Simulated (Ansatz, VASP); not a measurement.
## PtS2 in VASP and in Ansatz

```xyz
3
Lattice="3.2465 0.0000 0.0000 -1.6232 2.8115 0.0000 0.0000 0.0000 6.0019" Properties=species:S:1:pos:R:3 pbc="T T T"
Pt    0.0000    0.0000    0.0000
S     0.0000    1.8744    1.5005
S     1.6232    0.9372    4.5014
```

Alike in both runs: task single point; functional PBEsol; k mesh 12 × 12 × 8; occupations gaussian, width 0.05 eV; no spin polarisation.

|  | VASP | Ansatz |
| --- | --- | --- |
| version | VASP 6.6.1 | Ansatz 0.2.0 |
| potentials or method | VASP PAW PBE potentials, release 64 (Pt, S) | scalar-relativistic, plane waves, PAW |
| plane-wave cutoff (eV) | 520 | 420 |
| valence electrons in the cell | 22 | 30 |

```tsv
	VASP	Ansatz	Ansatz less VASP
gap on the k mesh at the Fermi level (eV)	0.43	0.44	+0.004
least direct gap on the mesh (eV)	0.82	0.82	-0.001
pressure (GPa)	3.0	3.3	+0.31
largest component of the traceless stress (GPa)	13.56	13.58	+0.014
rms of the force components (eV/Å)	0.630	0.617	-0.0130
```

Atom by atom the forces differ by 0.013 eV/Å (rms over components). The two sets of potentials don't hold the same shells in valence.

Caveats: the PAW data sets were made with another functional, which shifts forces and pressure a little (VASP); spin-orbit coupling is left out, which moves the levels of the heavy elements; the cell's inner coordinates are idealised or old, which leaves forces on the atoms; this functional lacks dispersion, which binds the layers, so the pressure and a relaxed spacing across them are unreliable.
